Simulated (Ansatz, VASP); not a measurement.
Given: the input of a run of VASP 6.6.1 on Au.

INCAR

```
  PREC = Accurate
  ENCUT = 600
  EDIFF = 1E-6
  ISMEAR = -1
  SIGMA = 0.05
  LREAL = False
  LASPH = True
  NELM = 60
  ALGO = Normal
  ISIF = 3
  LWAVE = False
  LCHARG = False
  GGA = PE
  IBRION = 2
  NSW = 60
  EDIFFG = -0.01
```

Contents of KPOINTS:

```
regular mesh
0
Gamma
  11 11 11
```

The input POSCAR:

```
Au
1.0
    0.0000000000      2.0350000000      2.0350000000
    2.0350000000      0.0000000000      2.0350000000
    2.0350000000      2.0350000000      0.0000000000
Au
1
Direct
    0.0000000000      0.0000000000      0.0000000000
```

Potentials or basis: VASP PAW PBE potentials, release 64 (Au).

The run is started by

```bash
$ cat potpaw_PBE.64/Au/POTCAR > POTCAR
$ mpirun -np 1 vasp_std > vasp.out
```

**Question.** Set up the same calculation for Ansatz 0.2.0. Potentials there: Ansatz PAW.

**Answer.** As run (the cutoff follows the program's own potentials):

Contents of input.yaml:

```yaml
crystal:
  lattice:
    - [0.0, 2.035, 2.035]
    - [2.035, 0.0, 2.035]
    - [2.035, 2.035, 0.0]
  atoms:
    - { symbol: Au, position: [0.0, 0.0, 0.0] }
hamiltonian:
  xc: pbe
  pseudopotentials: { kind: paw }
kpoints:
  mp_grid: { grid: [11, 11, 11] }
scf:
  occupations: { method: fermi_dirac, width: 0.05 }
output:
  forces: true
  stress: true
relax:
  f_tol: 0.01
  max_steps: 40
  cell: { stress_tol: 0.05 }
```

Potentials or basis: Ansatz PAW.

Run with:

```sh
$ ansatz run input.yaml --threads 2 --pin off --max-ram 5632MiB --backend cpu --events-out ev --progress --plain --runs-dir out
```

Both were run:

|  | VASP | Ansatz | Ansatz less VASP |
| --- | --- | --- | --- |
| relaxed volume (Å³/atom) | 17.94 | 17.97 | +0.026 |
| relaxed cell length with the largest relative difference (Å) | 2.938 | 2.940 | +0.0014 |
| energy change over the relaxation (meV/atom) | -33 | -35 | -1.5 |

The two sets of potentials don't hold the same shells in valence.

Caveats: the plane-wave basis is chosen anew once the cell has moved, so the energies of steps on either side of that aren't comparable (Ansatz). Spin-orbit coupling is left out, which matters for the levels of Au. PBE usually gives volumes a little too large and moduli too small. Zero-point motion and thermal expansion aren't in these numbers.
